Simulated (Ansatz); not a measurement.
The system is MgS.

```
S Mg
1.0
     4.03462    0.00000    0.00000
    -2.01731    3.49409    0.00000
     0.00000    0.00000    6.43229
S Mg
2 2
Direct
  0.66667 0.33333 0.87924
  0.33333 0.66667 0.37924
  0.33333 0.66667 0.99575
  0.66667 0.33333 0.49575
```

The cell comes from a database or a generator and needn't be the stable form of this composition.

Base run:

```yaml
Program: Ansatz 0.2.0
Functional: PBE0
Potentials_or_basis: Ansatz PAW
Cutoff: "420 eV (not typed: the program's choice for these potentials)"
k_mesh: 6 × 6 × 4
Occupations: fermi-dirac, width 0.05 eV
Spin: no spin polarisation
```

Its results: band gap on the k mesh 5.18 eV, direct; pressure 0.0 GPa; largest force 0.051 eV/Å.

Task: The run is repeated on the same cell with these changes: functional from PBE0 to HSE06. What comes out?

Result: Band gap on the k mesh 4.50 eV, direct; pressure 0.0 GPa; largest force 0.052 eV/Å.

Caveats: the PAW data sets come from PBE, with cores solved anew for the run's functional, which leaves a small shift of forces and pressure; the thresholds are loose for stress.
